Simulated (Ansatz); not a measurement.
A run of Ansatz 0.2.0:

The input run.py:

```python
import json

import ase.io
import numpy as np

import ansatz as az

atoms = ase.io.read("Se.cif")
atoms.info.pop("occupancy", None)
atoms.set_initial_magnetic_moments([0.5, -0.5, 0.5])

calculation = (
    az.Crystal.from_ase(atoms)
    .calculation()
    .kpoints(6, 6, 5)
    .functional("rpbe", dispersion="d3bjatm")
    .pseudopotentials(kind="paw", partial_waves="polarizable")
    .spin("collinear")
    .occupations(method="gaussian", width=0.01)
    .elastic(mode="relaxed_ion", stencil="two_point")
    .forces()
    .stress()
)
outcome = calculation.run(threads=2, events_out="events.jsonl")

report = outcome.report
for line in open("events.jsonl"):
    event = json.loads(line)
    if event["event"] == "scf_iter":
        d = event["data"]
        print(f"SCF {d['iter']:3d}  HF = {d['harris_foulkes_ev']:.6f} eV  dr2 = {d['dr2_ev']:.2e} eV")
    elif event["event"] in ("relax_step", "md_step"):
        d = event["data"]
        print(f"{event['event']} {d['step']:3d}  E = {d['lagrangian_ev']:.6f} eV")
np.set_printoptions(precision=5, suppress=True, linewidth=110)
print("converged:", report["converged"], "after", report["n_iterations"], "iterations")
print(f"free energy {report['free_energy_ev']:.6f} eV, Fermi level {report['fermi_energy_ev']:.4f} eV")
for key in ("band_edges_ev", "magnetization_mub", "site_moments_mub", "site_moments_nc_mub", "forces_ev_ang",
                "stress_gpa"):
    if report.get(key) is not None:
        print(key, np.array(report[key]), sep="\n")
```

The input Se.cif:

```cif
data_Se
_cell_length_a 4.36620000
_cell_length_b 4.36620000
_cell_length_c 4.95360000
_cell_angle_alpha 90.00000000
_cell_angle_beta 90.00000000
_cell_angle_gamma 120.00000000
_space_group_name_H-M_alt 'P3_121'
_space_group_name_Hall 'P 31 2"'
_space_group_IT_number 152
loop_
_space_group_symop_operation_xyz
'x,y,z'
'-y,x-y,z+1/3'
'-x+y,-x,z+2/3'
'y,x,-z'
'x-y,-y,-z+2/3'
'-x,-x+y,-z+1/3'
loop_
_atom_site_label
_atom_site_type_symbol
_atom_site_symmetry_multiplicity
_atom_site_Wyckoff_symbol
_atom_site_fract_x
_atom_site_fract_y
_atom_site_fract_z
_atom_site_occupancy
Se1 Se 3 a 0.7746000000 0.7746000000 0.0000000000 1
```

Potentials or basis: Ansatz PAW polarizable.

Command:

```console
$ python run.py
```

Hardware: 2 threads of Intel(R) Xeon(R) 6975P-C (Granite Rapids), on a shared host.

Estimate the wall time of this run.

Run time: 80 s on 2 threads of Intel(R) Xeon(R) 6975P-C (Granite Rapids) (shared host), peak memory 0.67 GiB. Counts: scf iterations 251, plane waves 1583, k points 27, bands 30, ion steps 26, engine runs 1.
